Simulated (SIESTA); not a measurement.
ZrB2:

```
Zr B
1.0
     3.17000    0.00000    0.00000
    -1.58500    2.74530    0.00000
     0.00000    0.00000    3.53300
Zr B
1 2
Direct
  0.00000 0.00000 0.00000
  0.66667 0.33333 0.50000
  0.33333 0.66667 0.50000
```

Base run:

- Program: SIESTA 5.4.2
- Functional: PBE
- Potentials or basis: PseudoDojo 0.4 standard (PBE files)
- Basis: DZP (energy shift 0.003 Ry; two zetas on semicore shells)
- Grid cutoff: 800 Ry
- Energy shift: 0.003 Ry
- k mesh: 10 × 10 × 8
- Occupations: fermi-dirac, width 0.05 eV
- Spin: no spin polarisation
- Hubbard terms: Zr d U = 2 eV

Its results: band gap on the k mesh none (metal or under the smearing width); pressure 5.6 GPa.

**Question.** After a change of settings the same cell gave: band gap on the k mesh none (metal or under the smearing width); pressure 9.9 GPa. Which change was it?
A. hubbard terms from Zr d U = 2 eV to Zr d U = 8 eV
B. hubbard terms from Zr d U = 2 eV to none
C. hubbard terms from Zr d U = 2 eV to Zr d U = 4 eV
D. functional from PBE to vdW-DF-cx; hubbard terms from Zr d U = 2 eV to none

**Answer.** C.

Caveats: the basis of atomic orbitals isn't converged, which shifts pressures, moduli and gaps; U without spin polarisation on a metal has little footing; the U is typed as a test and isn't derived for this compound.
